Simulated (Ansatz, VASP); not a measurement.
Ba: VASP beside Ansatz

Contents of INCAR:

```
ALGO = Fast
EDIFF = 1E-6
ENCUT = 520
ISIF = 2
ISMEAR = 0
LASPH = True
LCHARG = True
LELF = True
LREAL = False
LVHAR = True
LWAVE = False
NBANDS = 11
NELM = 60
PREC = Accurate
SIGMA = 0.15
```

Contents of KPOINTS:

```
k-points
0
Gamma
  15 15 12
```

The input POSCAR:

```
Ba
1.0
    4.3116136979      0.0000000000      0.0000000000
   -2.1558068490      3.7339669937      0.0000000000
    0.0000000000      0.0000000000      4.2264863640
Ba
1
Direct
    0.0000000000      0.0000000000      0.0000000000
```

Input for Ansatz:

```yaml
crystal:
  lattice:
    - [4.3116136979, 0.0, 0.0]
    - [-2.155806849, 3.7339669937, 0.0]
    - [0.0, 0.0, 4.226486364]
  atoms:
    - { symbol: Ba, position: [0.0, 0.0, 0.0] }
basis:
  ecutwfc: 420
kpoints:
  mp_grid: { grid: [15, 15, 12] }
hamiltonian:
  xc: lda
scf:
  occupations: { method: gaussian, width: 0.15 }
output:
  forces: true
  stress: true
  eigenvalues: true
```

Change from the starting cell: strain +0.000 along x and y, +0.080 along z, atoms carried along.

Alike in both runs: task single point; functional LDA; k mesh 15 × 15 × 12; occupations gaussian, width 0.15 eV; no spin polarisation.

|  | VASP | Ansatz |
| --- | --- | --- |
| version | VASP 6.6.1 | Ansatz 0.2.0 |
| potentials or method | VASP PAW LDA potentials, release 64 (Ba_sv) | scalar-relativistic, plane waves, PAW |
| plane-wave cutoff (eV) | 520 | 420 |
| valence electrons in the cell | 10 | 10 |

VASP gave:

| Quantity | Value |
| --- | --- |
| gap on the k mesh at the Fermi level (eV) | none |
| pressure (GPa) | -1.6 |
| largest component of the traceless stress (GPa) | 0.59 |

Problem. What did Ansatz give for the same quantities?

Solution. gap on the k mesh at the Fermi level (eV): none; pressure (GPa): -1.6; largest component of the traceless stress (GPa): 0.60.

A gap of «none» marks a metal or a gap that the smearing closes.

Spin-orbit coupling is left out, which matters for the levels of Ba.
